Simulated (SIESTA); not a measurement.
# Sb in SIESTA: the effect of functional

Crystal: Sb.

```xyz
2
Lattice="2.1542 1.2437 3.7580 -2.1542 1.2437 3.7580 0.0000 -2.4875 3.7580" Properties=species:S:1:pos:R:3 pbc="T T T"
Sb    0.0000    0.0000    8.6416
Sb    0.0000    0.0000    2.6324
```

Alike in all runs:

```yaml
Program: SIESTA 5.4.2
Task: band structure
Basis: DZP (energy shift 0.003 Ry; two zetas on semicore shells)
Grid_cutoff: 500 Ry
Energy_shift: 0.003 Ry
k_mesh: 8 × 8 × 8
Occupations: fermi-dirac, width 0.05 eV
Spin: no spin polarisation
```

```csv
functional,potentials or basis,pressure (GPa),largest force (eV/Å)
LDA,PseudoDojo 0.4 standard (LDA files),-0.3,0.23
PBEsol,PseudoDojo 0.4 standard (PBEsol files),0.9,0.32
AM05,PseudoDojo 0.4 standard (PBEsol files),?,?
WC,PseudoDojo 0.4 standard (PBEsol files),1.1,0.34
PBE,PseudoDojo 0.4 standard (PBE files),3.6,0.38
PW91,PseudoDojo 0.4 standard (PBE files),3.7,0.36
revPBE,PseudoDojo 0.4 standard (PBE files),4.6,0.40
RPBE,PseudoDojo 0.4 standard (PBE files),4.9,0.40
BLYP,PseudoDojo 0.4 standard (PBE files),7.9,0.36
```

Question: What does the run with functional AM05 give?

Answer: Pressure 0.9 GPa; largest force 0.28 eV/Å.

Caveats: the basis of atomic orbitals isn't converged, which shifts pressures, moduli and gaps; the potentials were made for another functional, which shifts forces and pressure (some runs).
